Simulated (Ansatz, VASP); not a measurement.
# One calculation of AlN, two programs

```
Al N
1.0
     3.10669    0.00000    0.00000
    -1.55335    2.69048    0.00000
     0.00000    0.00000    4.97859
Al N
2 2
Direct
  0.33333 0.66667 0.99920
  0.66667 0.33333 0.49920
  0.33333 0.66667 0.38080
  0.66667 0.33333 0.88080
```

Alike in both runs: task single point; functional PBE; k mesh 12 × 12 × 6; no spin polarisation.

|  | VASP | Ansatz |
| --- | --- | --- |
| version | VASP 6.6.1 | Ansatz 0.2.0 |
| potentials or method | VASP PAW PBE potentials, release 64 (Al, N) | plane waves, PAW |
| plane-wave cutoff (eV) | 520 | 420 |
| occupations | gaussian, width 0.01 eV | fixed |
| valence electrons in the cell | 16 | 16 |

Ansatz gave:

```
gap on the k mesh at the Fermi level (eV) : 4.23
```

**Question.** What did VASP give for the same quantities?

**Answer.** gap on the k mesh at the Fermi level (eV): 4.24.

A k mesh can miss the band edges.
